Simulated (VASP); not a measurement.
Input of a VASP 6.6.1 run:

The input INCAR:

```
SYSTEM = HfSiO4
ALGO = Normal ; EDIFF = 1E-6
EDIFFG = -0.01 ; ENCUT = 600
GGA = PE ; IBRION = 2
ISIF = 3 ; ISMEAR = 0
KPAR = 4 ; LASPH = .True.
LCHARG = .False. ; LREAL = .False.
LWAVE = .False. ; NELM = 80
NSW = 90 ; PREC = Accurate
SIGMA = 0.03
```

Contents of KPOINTS:

```
k-points
0
Gamma
  6 6 6
  0 0 0
```

POSCAR

```
HfSiO4
1.0
   -3.2862500000      3.2862500000      2.9816000000
    3.2862500000     -3.2862500000      2.9816000000
    3.2862500000      3.2862500000     -2.9816000000
Hf Si O
2 2 8
Direct
    0.7500000000      0.2500000000      0.5000000000
    0.0000000000      0.0000000000      0.0000000000
    0.2500000000      0.7500000000      0.5000000000
    0.5000000000      0.5000000000      0.0000000000
    0.1353000000      0.3198000000      0.8155000000
    0.0698000000      0.7543000000      0.6845000000
    0.5043000000      0.3198000000      0.1845000000
    0.0698000000      0.3853000000      0.3155000000
    0.6147000000      0.9302000000      0.6845000000
    0.6802000000      0.8647000000      0.1845000000
    0.2457000000      0.9302000000      0.3155000000
    0.6802000000      0.4957000000      0.8155000000
```

Potentials or basis: VASP PAW PBE potentials, release 64 (Hf_pv, Si, O).

Launch:

```sh
$ cat potpaw_PBE.64/Hf_pv/POTCAR potpaw_PBE.64/Si/POTCAR potpaw_PBE.64/O/POTCAR > POTCAR
$ mpirun -np 4 vasp_std > vasp.out
```

Task: Predict the space group after relaxing (to 0.05 Å).

Result: I4_1/amd (No. 141).

Task: Estimate the relaxed cell.

Result: a = 5.560 Å, b = 5.560 Å, c = 5.560 Å, α = 106.95°, β = 106.95°, γ = 114.64°.

The path:
```
step  energy change (eV)  largest force (eV/Å)  pressure (GPa)  volume (Å³)
   1              0.0000                0.5263            5.52       128.80
   2              0.1524                1.1433           -8.36       135.81
   3             -0.0567                0.1160            0.37       131.12
   4             -0.0567                0.1049            0.46       131.07
   5             -0.0582                0.0696           -0.24       131.67
   6             -0.0585                0.0417           -0.09       131.49
   7             -0.0585                0.0407           -0.05       131.47
   8             -0.0590                0.0230           -0.02       131.48
   9             -0.0592                0.0040            0.02       131.48
```

 PBE usually gives volumes a little too large and moduli too small.
